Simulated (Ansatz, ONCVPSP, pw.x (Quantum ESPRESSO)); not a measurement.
## pw.x on sc W: one setting changed

Potential: optimised norm-conserving Vanderbilt (ONCV), ONCVPSP 4.0.1.1 (patched build), PBE; core [Kr] 4d10 4f14, reference 5s2 5p6 5d4 6s2; waves: 5s+6s: rc 1.45 bohr, ncon 4, nbas 9, qcut 7.6 1/bohr, 2 projectors; 5p: rc 2.76 bohr, ncon 4, nbas 8, qcut 6.9 1/bohr, 2 projectors, debl 3 Ha; 5d: rc 2.50 bohr, ncon 4, nbas 8, qcut 7.4 1/bohr, 2 projectors, debl 3.9 Ha; local part: polynomial inside 1.30 bohr (lpopt 3, dvloc0 3 Ha); core correction: none. In the p channel the program set the typed energies aside and used -1.588, 0.050 Ha.

The reference run (k-mesh 12³, cutoffs 65/260 Ry, Fermi–Dirac 0.01 Ry, mixing_beta 0.4, conv_thr 1e-9, no spin) gives -4.09 GPa at 18.539 Å³/atom, where all-electron LAPW gives -2.09 GPa. This run, with its own iteration cap, changes conv_thr to 1e-12.

```
&control
  calculation='scf', prefix='x', pseudo_dir='./', outdir='./tmp', tstress=.true., disk_io='none'
/
&system
  ibrav=0, nat=1, ntyp=1, ecutwfc=65, ecutrho=260, nbnd=15,
  occupations='smearing', smearing='fd', degauss=0.01
/
&electrons
  conv_thr=1e-12, mixing_beta=0.4, electron_maxstep=70
/
ATOMIC_SPECIES
W 1.0 W.UPF
CELL_PARAMETERS angstrom
  2.64664343 0.00000000 0.00000000
  0.00000000 2.64664343 0.00000000
  0.00000000 0.00000000 2.64664343
ATOMIC_POSITIONS crystal
W 0.0000 0.0000 0.0000
K_POINTS automatic
12 12 12 0 0 0
```

```bash
pw.x < W.scf.in > W.scf.out
```

**Question.** How does the run end?

**Answer.** It converges in 10 iterations; the free energy moves by +0.0 meV/atom and the pressure by +0.00 GPa. The result is that of the reference run.

```
Message from routine setup:
     using ibrav=0 with symmetry is DISCOURAGED, use correct ibrav instead
     lattice parameter (alat)  =       5.0014  a.u.
     unit-cell volume          =     125.1074 (a.u.)^3
     number of electrons       =        14.00
     number of Kohn-Sham states=           15
     kinetic-energy cutoff     =      65.0000  Ry
     charge density cutoff     =     260.0000  Ry
     scf convergence threshold =      1.0E-12
     Exchange-correlation= PBE
     number of k points=    84  Fermi-Dirac smearing, width (Ry)=  0.0100
     iteration #  1     ecut=    65.00 Ry     beta= 0.40
     total energy              =    -136.96059282 Ry
     estimated scf accuracy    <       0.02238871 Ry
     iteration #  2     ecut=    65.00 Ry     beta= 0.40
     total energy              =    -136.96117295 Ry
     estimated scf accuracy    <       0.00482455 Ry
     iteration #  3     ecut=    65.00 Ry     beta= 0.40
     total energy              =    -136.96145456 Ry
     estimated scf accuracy    <       0.00046988 Ry
     [... 4 iterations left out ...]
     iteration #  8     ecut=    65.00 Ry     beta= 0.40
     total energy              =    -136.96147099 Ry
     estimated scf accuracy    <          5.2E-12 Ry
     iteration #  9     ecut=    65.00 Ry     beta= 0.40
     total energy              =    -136.96147099 Ry
     estimated scf accuracy    <          1.3E-11 Ry
     iteration # 10     ecut=    65.00 Ry     beta= 0.40
     the Fermi energy is    18.6058 ev
!    total energy              =    -136.96147099 Ry
     estimated scf accuracy    <          2.1E-13 Ry
     smearing contrib. (-TS)   =      -0.00276225 Ry
     The total energy is F=E-TS. E is the sum of the following terms:
     one-electron contribution =     -31.04743574 Ry
     hartree contribution      =      20.55752548 Ry
     xc contribution           =     -15.27856509 Ry
     ewald contribution        =    -111.19023339 Ry
     convergence has been achieved in  10 iterations
          total   stress  (Ry/bohr**3)                   (kbar)     P=      -40.86
     Message from routine punch:
     Nothing written, as per user request (disk_io='none')
```

The run took about 22 s on one core of a shared host (Neoverse-N1, 64 threads, 124 GiB, load 53).
